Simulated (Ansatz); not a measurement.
A relaxation computed with Ansatz, from input to last step.

```yaml
crystal:
  lattice:
    - [3.031618312, 0.0, 0.0]
    - [-1.515809156, 2.6254584728, 0.0]
    - [0.0, 0.0, 9.8722235119]
  atoms:
    - { symbol: Ag, position: [0.3333333333, 0.6666666667, 0.25] }
    - { symbol: Ag, position: [0.6666666667, 0.3333333333, 0.75] }
    - { symbol: Ag, position: [0.0, 0.0, 0.0] }
    - { symbol: Ag, position: [0.0, 0.0, 0.5] }
basis:
  ecutwfc: 420
kpoints:
  mp_grid: { grid: [18, 18, 4] }
hamiltonian:
  xc: pbe
scf:
  occupations: { method: gaussian, width: 0.1 }
output:
  forces: true
  stress: true
  eigenvalues: true
  write_density: true
  write_potential: true
  elf: true
  volumetric_format: npy
relax:
  adjacent_minimum: "off"
  f_tol: 0.01
  max_steps: 30
  cell: { stress_tol: 0.1, fix: [volume] }
```

```bash
ansatz run input.yaml --threads 1 --pin off --max-ram 2560MiB --backend cpu --events-out ev --progress --plain --runs-dir out
```

All numbers below come from DFT PBE, scalar-relativistic, plane waves, PAW in Ansatz 0.2.0.

The volume is held at 1.1 times that of the relaxed cell.

Of 3 frames 3 are shown, positions in Å and forces in eV/Å; the SCF threshold varies from step to step. Steps run on the plane waves of an earlier cell, with a Pulay correction in the pressure. The basis is chosen afresh for the last frame, the zero of the energies, and at times for earlier ones too; energy and pressure step there, also at an unchanged geometry.

```xyz
4
Lattice="3.0316 0.0000 0.0000 -1.5158 2.6255 0.0000 0.0000 0.0000 9.8722" Properties=species:S:1:pos:R:3:forces:R:3 pbc="T T T" step=1 free_energy_over_end_meV_per_atom=0.01 pressure_GPa=-6.56
Ag    0.0000    1.7503    2.4681    0.0000    0.0000    0.0000
Ag    1.5158    0.8752    7.4042    0.0000    0.0000    0.0000
Ag    0.0000    0.0000    0.0000    0.0000    0.0000    0.0000
Ag    0.0000    0.0000    4.9361    0.0000    0.0000    0.0000
4
Lattice="3.0299 0.0000 0.0000 -1.5149 2.6239 0.0000 0.0000 0.0000 9.8836" Properties=species:S:1:pos:R:3:forces:R:3 pbc="T T T" step=2 free_energy_over_end_meV_per_atom=0.00 pressure_GPa=-6.56
Ag    0.0000    1.7493    2.4709    0.0000    0.0000    0.0000
Ag    1.5149    0.8746    7.4127    0.0000    0.0000    0.0000
Ag    0.0000    0.0000    0.0000    0.0000    0.0000    0.0000
Ag    0.0000    0.0000    4.9418    0.0000    0.0000    0.0000
4
Lattice="3.0299 0.0000 0.0000 -1.5149 2.6239 0.0000 0.0000 0.0000 9.8836" Properties=species:S:1:pos:R:3:forces:R:3 pbc="T T T" step=3 free_energy_over_end_meV_per_atom=0.00 pressure_GPa=-6.56
Ag    0.0000    1.7493    2.4709    0.0000    0.0000    0.0000
Ag    1.5149    0.8746    7.4127    0.0000    0.0000    0.0000
Ag    0.0000    0.0000    0.0000    0.0000    0.0000    0.0000
Ag    0.0000    0.0000    4.9418    0.0000    0.0000    0.0000
```

The run took 58 s on 1 thread of Arm Neoverse V1 (shared host), peak memory 0.53 GiB.